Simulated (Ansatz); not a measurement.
Li, one cell by several methods

```yaml
crystal:
  lattice:
    - [1.56600, 0.90413, 7.58830]
    - [-1.56600, 0.90413, 7.58830]
    - [0.00000, -1.80827, 7.58830]
  atoms:
    - { symbol: Li, position: [0.00000, 0.00000, 0.00000] }
    - { symbol: Li, position: [0.22200, 0.22200, 0.22200] }
    - { symbol: Li, position: [0.77800, 0.77800, 0.77800] }
```

Atoms are numbered in the order listed.

Conventional cell: a = 3.132 Å, b = 3.132 Å, c = 22.765 Å, α = 90.00°, β = 90.00°, γ = 120.00°. Around Li (atom 1) lie 12 Li at 3.11 to 3.13 Å. Li (atom 2) is surrounded by 12 Li at 3.10 to 3.13 Å.

The structure is an experimental refinement, used without relaxation. The listed cell was then made from it by scaling, straining or moving an atom.

Methods: DFT, PBE, PAW with Ansatz's default frozen-core files, scalar-relativistic (Ansatz 0.2.0); DFT, PBE, all-electron LAPW, scalar-relativistic (Ansatz 0.2.0).

For PAW: a Γ-centred 12×12×12 k mesh, Fermi–Dirac smearing of 0.05 eV, cutoff 420 eV, no spin polarisation. LAPW targets a basis error of 1 meV/atom. The Ansatz runs share mesh, smearing and spin set-up. Plane-wave (PAW) pressures include the program's estimate of the Pulay term.

Stress and pressure are positive in compression.

The change that made this cell: equal xx and yy strain of +1 %.

PAW results:

```csv
quantity,PAW
pressure (GPa),-0.77
stress xx (GPa),-0.75
stress zz (GPa),-0.80
```

Problem. What does all-electron LAPW give for the same quantities?

Solution. 
| quantity | LAPW |
| --- | --- |
| pressure (GPa) | -0.76 |
| stress xx (GPa) | -0.74 |
| stress zz (GPa) | -0.80 |
